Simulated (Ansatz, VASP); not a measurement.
# Si27C26Cl (Cl_C) in two plane-wave programs

One calculation is typed for both programs; each brings its own data sets. How far apart do they land? Of the first pair: The structure shown is the start of the Ansatz relaxation below; VASP solves that cell, so the two are compared at the walk's first step.

Calculated with Ansatz 0.2.0; plane waves, with VASP 6.6.1 beside it; single point at r2SCAN.

**1. Starting point**

The cell holds 54 atoms: 27 Si, 26 C and 1 Cl. Its edges and angles: a = 9.242 Å, b = 9.242 Å, c = 9.242 Å, α = 60.0°, β = 60.0°, γ = 60.0°. It derives from SiC (SiC (F-43m)). Nearest the centre at fractional (0.417, 0.417, 0.417): Cl54 at 0.05 Å, Si17 at 1.84 Å, Si23 at 1.87 Å, Si15 at 1.88 Å, Si14 at 1.90 Å, C46 at 3.05 Å, C38 at 3.05 Å, C49 at 3.07 Å.

**2. Ansatz: relaxation, r2SCAN**

Ansatz runs on its PAW soft_1 files.

The two programs are compared at the cell with which this relaxation starts, whose forces are those of its first step.

input.yaml

```yaml
crystal:
  lattice:
    - [0.0, 6.53488873, 6.53488873]
    - [6.53488873, 0.0, 6.53488873]
    - [6.53488873, 6.53488873, 0.0]
  atoms:
    - { symbol: Si, position: [0.0, 0.0, 0.0] }
    - { symbol: C, position: [0.08333333, 0.08333333, 0.08333333] }
    - { symbol: Si, position: [0.0, 0.0, 0.33333333] }
    - { symbol: C, position: [0.08333333, 0.08333333, 0.41666667] }
    - { symbol: Si, position: [0.0, 0.0, 0.66666667] }
    - { symbol: C, position: [0.08333333, 0.08333333, 0.75] }
    - { symbol: Si, position: [0.0, 0.33333333, 0.0] }
    - { symbol: C, position: [0.08333333, 0.41666667, 0.08333333] }
    - { symbol: Si, position: [0.0, 0.33333333, 0.33333333] }
    - { symbol: C, position: [0.08333333, 0.41666667, 0.41666667] }
    - { symbol: Si, position: [0.0, 0.33333333, 0.66666667] }
    - { symbol: C, position: [0.08333333, 0.41666667, 0.75] }
    - { symbol: Si, position: [0.0, 0.66666667, 0.0] }
    - { symbol: C, position: [0.08333333, 0.75, 0.08333333] }
    - { symbol: Si, position: [0.0, 0.66666667, 0.33333333] }
    - { symbol: C, position: [0.08333333, 0.75, 0.41666667] }
    - { symbol: Si, position: [0.0, 0.66666667, 0.66666667] }
    - { symbol: C, position: [0.08333333, 0.75, 0.75] }
    - { symbol: Si, position: [0.33333333, 0.0, 0.0] }
    - { symbol: C, position: [0.41666667, 0.08333333, 0.08333333] }
    - { symbol: Si, position: [0.33333333, 0.0, 0.33333333] }
    - { symbol: C, position: [0.41666667, 0.08333333, 0.41666667] }
    - { symbol: Si, position: [0.33333333, 0.0, 0.66666667] }
    - { symbol: C, position: [0.41666667, 0.08333333, 0.75] }
    - { symbol: Si, position: [0.33333333, 0.33333333, 0.0] }
    - { symbol: C, position: [0.41666667, 0.41666667, 0.08333333] }
    - { symbol: Si, position: [0.33333333, 0.33333333, 0.33333333] }
    - { symbol: Cl, position: [0.41666667, 0.41666667, 0.41666667] }
    - { symbol: Si, position: [0.33333333, 0.33333333, 0.66666667] }
    - { symbol: C, position: [0.41666667, 0.41666667, 0.75] }
    - { symbol: Si, position: [0.33333333, 0.66666667, 0.0] }
    - { symbol: C, position: [0.41666667, 0.75, 0.08333333] }
    - { symbol: Si, position: [0.33333333, 0.66666667, 0.33333333] }
    - { symbol: C, position: [0.41666667, 0.75, 0.41666667] }
    - { symbol: Si, position: [0.33333333, 0.66666667, 0.66666667] }
    - { symbol: C, position: [0.41666667, 0.75, 0.75] }
    - { symbol: Si, position: [0.66666667, 0.0, 0.0] }
    - { symbol: C, position: [0.75, 0.08333333, 0.08333333] }
    - { symbol: Si, position: [0.66666667, 0.0, 0.33333333] }
    - { symbol: C, position: [0.75, 0.08333333, 0.41666667] }
    - { symbol: Si, position: [0.66666667, 0.0, 0.66666667] }
    - { symbol: C, position: [0.75, 0.08333333, 0.75] }
    - { symbol: Si, position: [0.66666667, 0.33333333, 0.0] }
    - { symbol: C, position: [0.75, 0.41666667, 0.08333333] }
    - { symbol: Si, position: [0.66666667, 0.33333333, 0.33333333] }
    - { symbol: C, position: [0.75, 0.41666667, 0.41666667] }
    - { symbol: Si, position: [0.66666667, 0.33333333, 0.66666667] }
    - { symbol: C, position: [0.75, 0.41666667, 0.75] }
    - { symbol: Si, position: [0.66666667, 0.66666667, 0.0] }
    - { symbol: C, position: [0.75, 0.75, 0.08333333] }
    - { symbol: Si, position: [0.66666667, 0.66666667, 0.33333333] }
    - { symbol: C, position: [0.75, 0.75, 0.41666667] }
    - { symbol: Si, position: [0.66666667, 0.66666667, 0.66666667] }
    - { symbol: C, position: [0.75, 0.75, 0.75] }
  host:
    repeats: [3, 3, 3]
    atoms:
      - { symbol: Si, position: [0.0, 0.0, 0.0] }
      - { symbol: C, position: [0.25, 0.25, 0.25] }
basis:
  ecutwfc: 500
  xc_grid: 2
hamiltonian:
  xc: r2scan
  pseudopotentials: { kind: paw, azcp: { folder: soft_1 } }
kpoints:
  mp_grid: { grid: [2, 2, 2], shift: [0.5, 0.5, 0.5] }
magnetization:
  spin_polarized: true
  initial_magnetization: 1
  spin_locking: { lock_magnetization: hard }
scf:
  occupations: { method: fixed }
  max_iter: 100
output:
  forces: true
  charged_corrections:
    epsilon: 7.06
    static_epsilon: 10.43
    defect_position: [0.416667, 0.416667, 0.416667]
relax:
  f_tol: 0.02
  max_steps: 80
  random_displacement: { amplitude: 0.05, seed: 7175 }
checkpoint:
  write: "../q0_M1.relax.run"
  compress: false
  write_wavefunctions: true
  write_every: 100000
```

Run with:

```sh
$ ansatz run input.yaml --threads 4 --pin off --max-ram 7536MiB --backend cpu --events-out ev --progress --plain --runs-dir out
```

Numbers of over 12 decimals in the logs are rounded to 6 here.

What it wrote:

```text
Warning: This run holds its total moment fixed (magnetization.spin_locking.lock_magnetization: hard) and mixes its density by anderson or broyden (scf.mixing.algorithm, typed or taken by auto). Slabs with a fixed moment have converged under broyden above another state at the same moment, at the default mixing steps and at smaller ones, and under scf.lower_state_search: standard, light or off a state that such a mixer [...]
Engine: ansatz 0.2.0, x86_64-unknown-linux-gnu
Pseudopotentials: kind: paw
Pseudopotential: Si, paw, valence charge 4, recommended cutoff 500 eV (meta_gga), soft_1/Si.paw.azcp
Pseudopotential: C, paw, valence charge 4, recommended cutoff 500 eV (meta_gga), soft_1/C.paw.azcp
Pseudopotential: Cl, paw, valence charge 7, recommended cutoff 500 eV (meta_gga), soft_1/Cl.paw.azcp
Functional definition: r2SCAN
  parameter k0 = 0.174
  parameter k1 = 0.065
  parameter a1 = 4.9479
  exchange = r2scan_x(k0 = k0, k1 = k1, a1 = a1)
  correlation = r2scan_c
Crystal: 54 atoms, lattice volume = 558.142 Å³
Basis set: ecut = 500 eV, 14163 PW (Γ), exchange–correlation on 144×144×144 points (8 copies of the dense FFT grid, shifted against one another)
Bands: 164, of which v1, the nominal top of the filled ones, is band 110 counted from 1 (109 counted from 0)
Symmetry: 1 space group operations
k-points: 4 of 8 (time reversal used)
Non-local potential: Si, projectors of the file, l = 0: 2, l = 1: 2, l = 2: 1
Non-local potential: C, projectors of the file, l = 0: 2, l = 1: 2, l = 2: 1
Non-local potential: Cl, projectors of the file, l = 0: 2, l = 1: 2, l = 2: 1
PAW form: soft (Blöchl's): semilocal exchange-correlation on the pseudo side does not see the compensation charge
PAW frozen core: Si, regenerated for the run's functional (the file was generated under x = pbe(κ = 0.804, μ = 0.219515), c = pbe(β = 0.066725))
PAW frozen core: C, regenerated for the run's functional (the file was generated under x = pbe(κ = 0.804, μ = 0.219515), c = pbe(β = 0.066725))
PAW frozen core: Cl, regenerated for the run's functional (the file was generated under x = pbe(κ = 0.804, μ = 0.219515), c = pbe(β = 0.066725))
PAW one-centre angular grid: Si, 302 points (default); XC on 160 Gauss nodes
PAW one-centre angular grid: C, 302 points (default); XC on 219 of its mesh's 2255 points in the sphere
PAW one-centre angular grid: Cl, 302 points (default); XC on 160 Gauss nodes
Initial density: superposition of atomic densities (chi_scale 0.1, normalization cell, long waves kept (reshape's long-wave potential 0.29 eV rms))
Starting moments: Σ|m| = 1 μB on 54 of 54 sites
Initial wavefunctions: pseudopotential atomic-orbital guess
Functional: x = r2scan, c = r2scan; τ floored in thin density (d = 2e-4 eV/Å³)
SCF iter   1: F=—  HF=-24931.509278 eV  |F-HF|=—  |Δ(HF+E_count)|=         —  Δρ=7.48e-2 (↑7.39e-2 ↓7.48e-2)  dr2=1.97e2  dr2_τ=3.85e0  dr2_m=4.12e-3  M=1.000 μB ∫|m|=1.000 μB  β_m=1.20  ethr=3.10e-3  ⟨swp⟩=5.0  Hψ=4576  notcnv=0  defer=400
preconditioner: auto → Resta (q_TF=auto, 2.334 Å⁻¹)  ε∞=3.9  [insulator: Δε(μ)=0.021 eV  Ē_g=13.776 eV  n_scr=112 (ndim 8)  ℏωp=23.3 eV  f_vac=0.000  ε∞_Penn≈3.9]
spin=Collinear: Resta preconditioning applied to the charge; magnetization (m = ρ↑ − ρ↓) channel mixes plain (no charge-response kernel on spin).
SCF iter   2: F=—  HF=-24894.086144 eV  |F-HF|=—  |Δ(HF+E_count)|=    3.74e1  Δρ=4.30e-2 (↑4.27e-2 ↓4.30e-2)  dr2=6.18e1  dr2_τ=2.18e-1  dr2_m=6.51e-3  M=1.000 μB ∫|m|=1.023 μB  β_m=1.20  ethr=3.10e-3  ⟨swp⟩=4.2  Hψ=2460  notcnv=0  defer=414  κ⁻¹=1.0e0(r=1)
SCF iter   3: F=—  HF=-24882.386618 eV  |F-HF|=—  |Δ(HF+E_count)|=    1.17e1  Δρ=1.66e-2 (↑1.66e-2 ↓1.62e-2)  dr2=4.82e0  dr2_τ=2.97e-2  dr2_m=6.23e-3  M=1.000 μB ∫|m|=1.160 μB  β_m=1.20  ethr=3.10e-3  ⟨swp⟩=7.6  Hψ=4660  notcnv=0  defer=417  κ⁻¹=5.0e-2(r=2)
SCF iter   4: F=—  HF=-24882.579601 eV  |F-HF|=—  |Δ(HF+E_count)|=   1.93e-1  Δρ=1.22e-2 (↑1.22e-2 ↓1.22e-2)  dr2=2.41e0  dr2_τ=9.25e-3  dr2_m=2.67e-4  M=1.000 μB ∫|m|=1.131 μB  β_m=1.20  ethr=2.20e-3  ⟨swp⟩=2.9  Hψ=1417  notcnv=0  defer=419  κ⁻¹=5.0e-3(r=3)
SCF iter   5: F=—  HF=-24882.914904 eV  |F-HF|=—  |Δ(HF+E_count)|=   3.35e-1  Δρ=3.22e-3 (↑3.16e-3 ↓3.22e-3)  dr2=2.38e-1  dr2_τ=1.58e-3  dr2_m=8.70e-4  M=1.000 μB ∫|m|=1.189 μB  β_m=1.20  ethr=1.10e-3  ⟨swp⟩=4.9  Hψ=1723  notcnv=0  defer=419  κ⁻¹=2.4e-4(r=4)
[...]
k-point 2 ↑: bands = [... 106 lower, 8.9894, 9.2128, 10.9625, 11.7846, 12.3793, 12.9517, 13.3940, 13.4599, ... 50 higher]
  k-point 3 ↓: bands = [... 106 lower, 9.0052, 9.2290, 11.3629, 12.4176, 12.6402, 13.0047, 13.4563, 13.4851, ... 50 higher]
--- Relaxed structure (10 steps of the walk, 9 accepted, 0 SCFs on fresh bases) ---
  F+E_penalty+E_count = -24891.91064126 eV   max|allowed force component| = 7.119e-3 eV/Å
  atoms:
    - { symbol: Si, position: [0.000689782, -9.365643194020074e-5, -0.000650426] }
    - { symbol: C, position: [0.082800, 0.082024, 0.084199] }
    - { symbol: Si, position: [0.00104121, 0.000267563, 0.332721] }
    - { symbol: C, position: [0.082381, 0.081605, 0.418149] }
    - { symbol: Si, position: [0.000586306, -0.000195229, 0.666572] }
    - { symbol: C, position: [0.084555, 0.083775, 0.749118] }
    - { symbol: Si, position: [0.00561028, 0.332128, -0.00184699] }
    - { symbol: C, position: [0.081442, 0.420425, 0.082013] }
    - { symbol: Si, position: [0.00611898, 0.331586, 0.330272] }
    - { symbol: C, position: [0.078031, 0.420061, 0.419143] }
    - { symbol: Si, position: [-0.000239114, 0.333314, 0.666686] }
    - { symbol: C, position: [0.078674, 0.420046, 0.749050] }
    - { symbol: Si, position: [0.000578532, 0.667465, -0.000944273] }
    - { symbol: C, position: [0.084605, 0.750232, 0.082356] }
    - { symbol: Si, position: [0.00028437, 0.667648, 0.331402] }
    - { symbol: C, position: [0.082737, 0.750656, 0.416607] }
    - { symbol: Si, position: [0.000309677, 0.667797, 0.667076] }
    - { symbol: C, position: [0.084671, 0.750230, 0.749308] }
    - { symbol: Si, position: [0.332906, 0.00483248, -0.0018443] }
    - { symbol: C, position: [0.421205, 0.080660, 0.082018] }
    - { symbol: Si, position: [0.332366, 0.00534318, 0.330275] }
    - { symbol: C, position: [0.420841, 0.077251, 0.419144] }
    - { symbol: Si, position: [0.334090, -0.00101756, 0.666687] }
    - { symbol: C, position: [0.420823, 0.077896, 0.749052] }
    - { symbol: Si, position: [0.331069, 0.330284, 0.00275848] }
    - { symbol: C, position: [0.420548, 0.419771, 0.076513] }
    - { symbol: Si, position: [0.308879, 0.308094, 0.306309] }
    - { symbol: Cl, position: [0.416548, 0.415786, 0.417475] }
    - { symbol: Si, position: [0.310264, 0.309485, 0.739082] }
    - { symbol: C, position: [0.420371, 0.419596, 0.749706] }
    - { symbol: Si, position: [0.333755, 0.667559, -0.00164582] }
    - { symbol: C, position: [0.418410, 0.751776, 0.080108] }
    - { symbol: Si, position: [0.320753, 0.710875, 0.317417] }
    - { symbol: C, position: [0.418299, 0.751972, 0.416321] }
    - { symbol: Si, position: [0.333953, 0.667468, 0.666641] }
    - { symbol: C, position: [0.417551, 0.750420, 0.749386] }
    - { symbol: Si, position: [0.668244, -0.000202736, -0.000942992] }
    - { symbol: C, position: [0.751016, 0.083822, 0.082352] }
    - { symbol: Si, position: [0.668430, -0.000499799, 0.331401] }
    - { symbol: C, position: [0.751428, 0.081960, 0.416609] }
    - { symbol: Si, position: [0.668578, -0.000477232, 0.667082] }
    - { symbol: C, position: [0.751011, 0.083888, 0.749310] }
    - { symbol: Si, position: [0.668338, 0.332977, -0.00164892] }
    - { symbol: C, position: [0.752551, 0.417636, 0.080105] }
    - { symbol: Si, position: [0.711612, 0.319988, 0.317430] }
    - { symbol: C, position: [0.752743, 0.417524, 0.416323] }
    - { symbol: Si, position: [0.668248, 0.333174, 0.666643] }
    - { symbol: C, position: [0.751201, 0.416774, 0.749385] }
    - { symbol: Si, position: [0.668897, 0.668122, -0.0013474] }
    - { symbol: C, position: [0.751416, 0.750638, 0.082297] }
    - { symbol: Si, position: [0.668731, 0.667952, 0.331096] }
    - { symbol: C, position: [0.751301, 0.750515, 0.415709] }
    - { symbol: Si, position: [0.667507, 0.666725, 0.666083] }
    - { symbol: C, position: [0.751212, 0.750423, 0.749100] }
```

**3. VASP: single point, r2SCAN, start cell, pair 1**

The same cell, functional and mesh now go to VASP, with its own data sets.

Lines of VASP's logs that name or quote its potential files are left out, and so is its time.

INCAR

```
SYSTEM = Si27C26Cl
PREC = Accurate
ENCUT = 580
EDIFF = 1E-06
NELM = 200
ISMEAR = 0
SIGMA = 0.01
LREAL = Auto
ALGO = Normal
METAGGA = R2SCAN
LASPH = .TRUE.
NBANDS = 147
ISPIN = 2
MAGMOM = 0 0 0 0.01 0.01 0 0 0 0 0.01 0.01 0 0.01 0.05 0.04 0 -0 0 0 0 0 0 -0 0 -0 -0 -0 0 0.01 0 0.02 0.02 0.01 0 0 0 0.02 0.02 0.01 0.01 0.01 0.01 0.01 0 0 0 0 0.01 0.01 0 0 0 -0 0.02
LORBIT = 11
LWAVE = .FALSE.
LCHARG = .FALSE.
ISIF = 2
ISYM = 0
NUPDOWN = 1
GGA_COMPAT = .FALSE.
LMIXTAU = .TRUE.
```

POSCAR

```
Si27C26Cl
1.0
    0.0000000000      6.5348887282      6.5348887282
    6.5348887282      0.0000000000      6.5348887282
    6.5348887282      6.5348887282      0.0000000000
Si C Cl
27 26 1
Direct
    0.9946061056      0.0048599909      0.9985810776
    0.0059776075      0.9984278233      0.3288247267
    0.0021222244      0.0044947208      0.6609146199
    0.0047954910      0.3303534444      0.0026289660
    0.9968282551      0.3291521997      0.3356014297
    0.0052140138      0.3354413657      0.6632356235
    0.0051978697      0.6688084039      0.9963513533
    0.9995414612      0.6730199523      0.3298408878
    0.0063330841      0.6662769912      0.6642515551
    0.3316113847      0.0012152464      0.9950585999
    0.3377457661      0.9951621211      0.3307554405
    0.3338556463      0.0043146106      0.6679868138
    0.3322229483      0.3375743783      0.0025832115
    0.3386530501      0.3317854504      0.3282277770
    0.3275345747      0.3346921564      0.6663163186
    0.3361694577      0.6607980915      0.9991225558
    0.3353777839      0.6602973179      0.3340056106
    0.3363939451      0.6704521197      0.6656321448
    0.6719216933      0.9970459329      0.0019762387
    0.6730835341      0.9966046859      0.3310250702
    0.6731066408      0.9987744244      0.6630663781
    0.6703912924      0.3272304379      0.9996732156
    0.6650549352      0.3310483300      0.3306379175
    0.6655981733      0.3348041705      0.6612140129
    0.6662004789      0.6616787492      0.0057742376
    0.6658155450      0.6724144332      0.3283559352
    0.6645256225      0.6617566388      0.6717716525
    0.0809446070      0.0793862025      0.0835700534
    0.0812746050      0.0899376446      0.4148149437
    0.0845247751      0.0770126349      0.7511474493
    0.0854811035      0.4141997840      0.0883812294
    0.0839535335      0.4104946712      0.4179172919
    0.0837598041      0.4218027444      0.7500918843
    0.0864574782      0.7453439840      0.0876998865
    0.0816782079      0.7558326095      0.4171330398
    0.0819342949      0.7475858738      0.7472437103
    0.4210337183      0.0859765978      0.0778393514
    0.4157180960      0.0839999766      0.4221535538
    0.4190166985      0.0813396405      0.7547705409
    0.4180890622      0.4201887154      0.0768679500
    0.4136828663      0.4226427740      0.7506772807
    0.4151136481      0.7489309617      0.0795674604
    0.4185513501      0.7515916038      0.4197458616
    0.4227169145      0.7465527269      0.7505238733
    0.7511854760      0.0770538751      0.0843424460
    0.7437653803      0.0834266692      0.4191032340
    0.7465315330      0.0893641077      0.7505707754
    0.7469287853      0.4230948093      0.0806170574
    0.7500427634      0.4106167850      0.4210659300
    0.7484417415      0.4175296036      0.7450975376
    0.7453575267      0.7499360286      0.0892857590
    0.7520698828      0.7548306031      0.4151024008
    0.7510860099      0.7520965856      0.7533027271
    0.4147521270      0.4187081240      0.4115682932
```

KPOINTS

```
Points of the shifted mesh
8
Reciprocal
 0.2500000000  0.2500000000  0.2500000000 1
 0.2500000000  0.2500000000  0.7500000000 1
 0.2500000000  0.7500000000  0.2500000000 1
 0.2500000000  0.7500000000  0.7500000000 1
 0.7500000000  0.2500000000  0.2500000000 1
 0.7500000000  0.2500000000  0.7500000000 1
 0.7500000000  0.7500000000  0.2500000000 1
 0.7500000000  0.7500000000  0.7500000000 1
```

Potentials, in the order of the species: Si, C and Cl (PBE family, release 64).

Run with:

```sh
$ export OMP_NUM_THREADS=3
$ mpirun -np 1 vasp_std
```

What it wrote:

```text
[banner, memory and clock lines left out]
running    1 mpi-ranks, on    1 nodes
[...]
Offloading initialized ...    1 GPUs detected
[...]
|                                                                             |
|               ----> ADVICE to this user running VASP <----                  |
|                                                                             |
|     You enforced a specific xc type in the INCAR file but a different       |
|     [... a line on the potential file left out ...]
|     I HOPE YOU KNOW WHAT YOU ARE DOING!                                     |
|                                                                             |

 LDA part: xc-table for (None), standard interpolation
 POSCAR, INCAR and KPOINTS ok, starting setup
[...]
entering main loop
       N       E                     dE             d eps       ncg     rms          rms(c)
DAV:   1     0.656164273889E+03    0.65616E+03   -0.11077E+05  4704   0.152E+03
DAV:   2    -0.502767738811E+03   -0.11589E+04   -0.11024E+04  5768   0.257E+02
DAV:   3    -0.584657288697E+03   -0.81890E+02   -0.80937E+02  5672   0.644E+01
DAV:   4    -0.586545876560E+03   -0.18886E+01   -0.18773E+01  5776   0.105E+01
[...]
DAV:  14    -0.502962538852E+03   -0.27866E-04   -0.69732E-05  5496   0.270E-02    0.271E-02
DAV:  15    -0.502962539083E+03   -0.23103E-06   -0.28792E-05  5672   0.117E-02    0.165E-02
DAV:  16    -0.502962539435E+03   -0.35166E-06   -0.20651E-06  3624   0.416E-03
   1 F= -.50296254E+03 E0= -.50296254E+03  d E =-.430601E-15  mag=     1.0000
```

From OUTCAR (step 3):

```text
  FREE ENERGIE OF THE ION-ELECTRON SYSTEM (eV)
  ---------------------------------------------------
  free  energy   TOTEN  =      -502.9625394349 eV

  energy  without entropy=     -502.9625394349  energy(sigma->0) =     -502.96253943

 magnetization (x)
# of ion       s       p       d       tot
------------------------------------------
    1       -0.000  -0.001   0.000  -0.001
    2       -0.000   0.000   0.000  -0.000
    3       -0.000  -0.000   0.000  -0.000
    4        0.001   0.002   0.000   0.002
    5        0.001   0.003   0.000   0.004
    6        0.001   0.000   0.000   0.001
    7       -0.000  -0.000   0.000  -0.000
    8        0.001  -0.000   0.000   0.001
    9        0.000   0.000   0.000   0.000
   10       -0.000  -0.000   0.000  -0.000
   11        0.001   0.004   0.000   0.006
   12        0.000   0.000   0.000   0.001
   13        0.001   0.003   0.000   0.004
[...]
--------------------------------------------------
tot          0.057   0.164   0.000   0.220
```

The gap is read on the k-mesh alone, so it is an upper bound where the band edges lie off the mesh. The PAW data sets were made with PBE, which is usual practice but a small mismatch for other functionals.

**4. Comparison**

Known differences besides the potentials themselves: VASP starts from the moments at which Ansatz ended; VASP keeps PBE cores, Ansatz makes them for the functional; fixed occupations in Ansatz, narrow Gaussian smearing in VASP; the cutoff is 500 eV in Ansatz and 580 eV in VASP (PREC = Accurate, projectors in real space). Total energies have different zeros and are not compared.

Forces on 7 of the 54 atoms, those with the largest forces and the largest differences (eV/Å; atoms numbered as in POSCAR):

```csv
atom,"Ansatz x, y, z","VASP x, y, z"
Si14,"-5.231, -5.397, -5.944","-5.248, -5.411, -5.949"
Si15,"4.405, 5.475, -3.586","4.445, 5.508, -3.627"
Si17,"6.610, -6.071, 6.656","6.616, -6.077, 6.668"
Si23,"-4.546, 5.193, 5.069","-4.578, 5.214, 5.102"
Si25,"0.745, -1.393, 1.545","0.739, -1.378, 1.539"
C49,"0.093, -2.127, 0.554","0.109, -2.119, 0.551"
Cl54,"0.370, 2.130, -1.016","0.363, 2.094, -1.013"
```

The forces differ by 9.6 meV/Å r.m.s., which is 0.6 % of the r.m.s. force of 1.713 eV/Å (both taken over all components). Moments aren't recorded for both runs of this pair, so they may hold unlike magnetic states.

(Continued in part 2 of 2.)

[Lines on the potential files, build, host, timing and source positions are cut from VASP's logs without a mark.]

[Logs are printed without paths, hosts, clocks, repeated set-up lines and the standing remarks that a program may print on its own settings, such as how far it seeks lower states.]

[Hosts, paths, dates, database ids (printed as entryN), source tags and the programs' standing remarks are cut or masked in the printed files.]
